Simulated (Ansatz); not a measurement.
The system is Sb.

```
CELL_PARAMETERS angstrom
2.15420 1.24373 3.75800
-2.15420 1.24373 3.75800
0.00000 -2.48746 3.75800
ATOMIC_POSITIONS crystal
Sb 0.76651 0.76651 0.76651
Sb 0.23349 0.23349 0.23349
```

Program: Ansatz 0.2.0. Alike in all runs: no spin polarisation; cell as given; smearing fermi-dirac 0.05 eV. Hardware: 2 threads of Arm Neoverse V1, on a shared host.

Order these runs on this cell by their wall time, lowest first.
A. task band structure; level BLYP; potentials or basis Ansatz PAW; k mesh 8 × 8 × 8; cutoff (eV) 420; points for each segment of the path 14; mesh quality not flagged
B. task single point; level PBE; potentials or basis Ansatz PAW; k mesh 3 × 3 × 3; cutoff (eV) 420; mesh quality coarse
C. task band structure; level PBE; potentials or basis PseudoDojo standard (PBE files); k mesh 8 × 8 × 8; cutoff (eV) 1088; points for each segment of the path 14; mesh quality not flagged

B (0.44 s), A (4.3 s), C (14 s).

Caveats: some runs use coarse meshes.
